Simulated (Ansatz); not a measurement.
We consider rutile GeO₂, described by r²SCAN-D4 (PAW; Ansatz, an electronic-structure program).

Settings: plane-wave cutoff 560 eV, 8×8×12 k mesh (along the axes of the cell as run), Fermi–Dirac smearing 0.01 eV, scalar-relativistic PAW data made under PBE.

Energies at three volumes about the minimum:

```tsv
V (Å³/atom)	E − E_lowest (meV/atom)
9.059	3.03
9.244	0.00
9.429	2.76
```

**Question.** Fit a parabola by hand: where is the minimum, and what is the bulk modulus?

**Answer.** Slopes: (0.00 − 3.03)/(9.244 − 9.059) = -16.378 and (2.76 − 0.00)/(9.429 − 9.244) = 14.919 meV/Å³. Curvature E″ = 2 × (14.919 − (-16.378))/(9.429 − 9.059) = 169.173 meV/Å⁶. From the middle of the first interval, the slope vanishes at V0 = 9.1515 − (-16.378)/169.173 = 9.248 Å³/atom. B = V0 E″ = 9.248 × 169.173 meV/Å³ × 0.1602 GPa per meV/Å³ = 251 GPa. The full Birch–Murnaghan fit to all volumes gives V0 = 9.244 Å³/atom and B0 = 250 GPa.

Shape and atoms are relaxed at each volume.

Measured, for comparison: bulk modulus 251 GPa (room temperature, no zero-point or thermal correction, from measured elastic constants; as tabulated in Sevik and Bulutay (2007), arXiv:cond-mat/0610176). Computed (rounded) less measured: bulk modulus -0.4 %.

Note: the bulk modulus comes from volumes at which shape and atoms were relaxed.
